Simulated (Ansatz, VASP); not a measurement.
# TiC in VASP and in Ansatz

```
Ti C
1.0
     0.00000    2.15211    2.15211
     2.15211    0.00000    2.15211
     2.15211    2.15211    0.00000
Ti C
1 1
Direct
  0.00000 0.00000 0.00000
  0.50000 0.50000 0.50000
```

Alike in both runs: functional PBEsol; k mesh 16 × 16 × 16; occupations gaussian, width 0.1 eV; no spin polarisation.

Ansatz relaxed the structure, and its values are those at the end. VASP's run is a single point on that final structure, the one shown.

|  | VASP | Ansatz |
| --- | --- | --- |
| version | VASP 6.6.1 | Ansatz 0.2.0 |
| potentials or method | VASP PAW PBE potentials, release 64 (Ti_sv, C) | scalar-relativistic, plane waves, PAW |
| plane-wave cutoff (eV) | 520 | 420 |
| valence electrons in the cell | 16 | 16 |

Ansatz gave:

```
gap on the k mesh at the Fermi level (eV) : none
pressure (GPa)                            : -2.0
```

Problem. Which values does VASP return?

Solution. gap on the k mesh at the Fermi level (eV): none; pressure (GPa): -1.8.

A gap of «none» marks a metal or a gap that the smearing closes.

Caveats: the PAW data sets were made with another functional, which shifts forces and pressure a little (VASP).
